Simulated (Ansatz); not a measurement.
# Si2Mo: response to strain

Aim: deform Si2Mo (equal xy, yz and zx engineering shear strains of -1 %) and compute stress, forces and field gradients with LAPW, PAW and all-electron datasets made for the crystal.

Computed with Ansatz 0.2.0 (DFT PBEsol, scalar-relativistic, unless a step's input says otherwise).

## (1) The structure to begin with

The structure is tetragonal, space group I4/mmm (No. 139). Conventional cell: a = 3.200 Å, b = 3.200 Å, c = 7.861 Å, α = 90.00°, β = 90.00°, γ = 90.00°. Around Si (site symmetry 4mm) lie 5 Si at 2.61 to 2.63 Å and 5 Mo at 2.62 Å. Mo (site symmetry 4/mmm) has 10 Si at 2.62 Å as nearest neighbours.

Coordinates:

```cif
data_structure
_symmetry_space_group_name_H-M 'I4/mmm'
_symmetry_Int_Tables_number 139
_cell_length_a 3.2000
_cell_length_b 3.2000
_cell_length_c 7.8610
_cell_angle_alpha 90.000
_cell_angle_beta 90.000
_cell_angle_gamma 90.000
_cell_volume 80.50
loop_
_atom_site_label
_atom_site_type_symbol
_atom_site_symmetry_multiplicity
_atom_site_Wyckoff_symbol
_atom_site_fract_x
_atom_site_fract_y
_atom_site_fract_z
_atom_site_occupancy
Si1 Si 4 e 0.00000 0.00000 0.33300 1
Mo1 Mo 2 a 0.00000 0.00000 0.00000 1
```

The file gives the conventional cell by its symmetry; the runs use the cell typed in the input.

Atoms are numbered in the order of the input: Si1, Si2, Mo3.

## (2) After the deformation

Space group I4/mmm before, C2/m after.

## (3) LAPW, all electrons

Contents of input.yaml:

```yaml
crystal:
  lattice:
    - [-1.6276525, 1.5883475, 3.9305]
    - [1.5883475, -1.6276525, 3.9305]
    - [1.6116525, 1.6116525, -3.9465]
  atoms:
    - { symbol: Si, position: [0.333, 0.333, 0.0] }
    - { symbol: Si, position: [0.667, 0.667, 0.0] }
    - { symbol: Mo, position: [0.0, 0.0, 0.0] }
kpoints:
  mp_grid: { grid: [12, 12, 16] }
  band_path:
    path:
      - [0.0, 0.0, 0.0]
      - [-0.5, -0.5, 0.5]
      - [-0.9213913459, -0.0786086541, 0.5]
      - [-0.0786086541, 0.0786086541, -0.5]
      - [0.0, 0.0, -0.5]
      - [0.0, 0.0, 0.0]
      - [-0.5, 0.5, 0.0]
      - [-0.5, 0.0, 0.0]
      - [0.0, 0.0, 0.0]
    npoints: 5
scf:
  occupations: { method: fermi_dirac, width: 0.03 }
hamiltonian:
  xc: pbesol
  pseudopotentials: { kind: all_electron, lapw: { basis_error: 0.001 } }
output:
  forces: true
  stress: true
  eigenvalues: true
```

On the command line:

```sh
> ansatz run input.yaml --threads 1 --pin off --max-ram 6144MiB --backend cpu --events-out ev --progress --plain --runs-dir out
```

## (4) Frozen-core PAW

Contents of input.yaml:

```yaml
crystal:
  lattice:
    - [-1.6276525, 1.5883475, 3.9305]
    - [1.5883475, -1.6276525, 3.9305]
    - [1.6116525, 1.6116525, -3.9465]
  atoms:
    - { symbol: Si, position: [0.333, 0.333, 0.0] }
    - { symbol: Si, position: [0.667, 0.667, 0.0] }
    - { symbol: Mo, position: [0.0, 0.0, 0.0] }
kpoints:
  mp_grid: { grid: [12, 12, 16] }
scf:
  occupations: { method: fermi_dirac, width: 0.03 }
hamiltonian:
  xc: pbesol
  pseudopotentials: { kind: paw }
output:
  forces: true
  stress: true
  eigenvalues: true
  efg: { contact_densities: true }
```

## (5) All-electron PAW on datasets made for the crystal

Changes to input.yaml since step 4:

```diff
@@ -15,3 +15,3 @@
   xc: pbesol
-  pseudopotentials: { kind: paw }
+  pseudopotentials: { kind: all_electron, datasets: crystal }
 output:
```

(Steps that only read results are left out.)

Q: Predict the outcome of this session. Wanted: pressure; largest shear or deviatoric stress.

As calculated:

| quantity | value |
| --- | --- |
| pressure | LAPW -2.63, PAW -2.67, crystal datasets -2.63 GPa |
| largest shear or deviatoric stress (LAPW) | 2.06 GPa |

In words: The largest part of the stress beyond the pressure is 2.06 GPa in size; the atoms are carried along and not relaxed. No run of the undeformed cell stands beside it, so the pressure holds what the given cell had before the change. PAW: stress within 0.04 GPa of LAPW, forces within 1 meV/Å. Crystal datasets: stress within 0.01 GPa of LAPW, forces within 1 meV/Å.
